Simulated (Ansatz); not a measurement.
## Mo₂Se₃: relaxed-ion elastic tensor

Method: DFT PBE, scalar-relativistic, plane waves, PAW (Ansatz 0.2.0). Settings: 420 eV plane-wave cutoff, Γ-centred 12×12×4 mesh, Gaussian smearing of 0.10 eV. No spin polarisation.

The cell, relaxed at this level:
```xyz
5
Lattice="3.3242 0.0000 0.0000 -1.6621 2.8788 0.0000 0.0000 0.0000 11.5384" Properties=species:S:1:pos:R:3 pbc="T T T"
Mo    0.0000    1.9192    1.8037
Mo    0.0000    1.9192    9.7347
Se    0.0000    0.0000    3.4480
Se    0.0000    0.0000    8.0904
Se    0.0000    0.0000    0.0000
```

The cell was found from a proposed guess, not taken from experiment. In a metal, frequencies and elastic constants depend on the k mesh and the smearing, soft modes and shear constants most. No dispersion correction is applied, so modes and constants that involve weak contacts between layers, chains or molecules come out too soft.

(1) Give the relaxed-ion elastic constants (GPa, Voigt order xx yy zz yz xz xy, on the Cartesian axes of the cell above).

(2) Is the crystal stable against homogeneous strain?

Results:

(1)
C11 = 122.5, C12 = 6.0, C13 = 1.0, C22 = 122.5, C23 = 1.0, C33 = 3.3, C44 = -0.3, C55 = -0.3, C66 = 58.3 GPa; the others vanish.

(2) Too close to call: the least eigenvalue is -0.3 GPa, within what the k mesh leaves open in a metal.
